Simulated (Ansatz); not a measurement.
# Co: the cost of one run

Method: DFT PBE, with the methods named in each step, in Ansatz 0.2.0.

This is Co in the bcc structure; at room conditions it is hcp.

## (1) The system as given

The structure is cubic, space group Im-3m (No. 229). Conventional cell: a = 2.805 Å, b = 2.805 Å, c = 2.805 Å, α = 90.00°, β = 90.00°, γ = 90.00°. Co (site symmetry m-3m) has 8 Co at 2.43 Å as nearest neighbours.

Coordinates:

```
Co
1.0
    -1.40232    1.40232    1.40232
     1.40232   -1.40232    1.40232
     2.80464    2.80464    0.00000
Co
2
Cartesian
  0.0000 0.0000 0.0000
  1.4023 1.4023 1.4023
```

In patterns such as +-, the signs follow the magnetic atoms in the order of the input.

Atoms are numbered in the order of the input: Co1, Co2.

## (2) Parallel moments, PAW

The input, input.yaml:

```yaml
crystal:
  lattice:
    - [-1.40232, 1.40232, 1.40232]
    - [1.40232, -1.40232, 1.40232]
    - [2.80464, 2.80464, 0.0]
  atoms:
    - { symbol: Co, position: [0.0, 0.0, 0.0], spin: 2.0 }
    - { symbol: Co, position: [0.5, 0.5, 0.5], spin: 2.0 }
magnetization:
  spin_polarized: true
kpoints:
  mp_grid: { grid: [15, 15, 9] }
scf:
  occupations: { method: fermi_dirac, width: 0.05 }
  lower_state_search: "off"
hamiltonian:
  xc: pbe
  pseudopotentials: { kind: paw }
output:
  forces: true
  stress: true
  eigenvalues: true
  populations: true
```

The run is started by

```console
ansatz run input.yaml --threads 1 --pin off --max-ram 3072MiB --backend cpu --events-out ev --progress --plain --runs-dir out
```

Q: Estimate wall time and peak memory on 1 thread of Intel Xeon Platinum 8259CL at 2.50GHz (Skylake/Cascade Lake), shared host.

About 42 s, with a peak of 0.53 GiB.
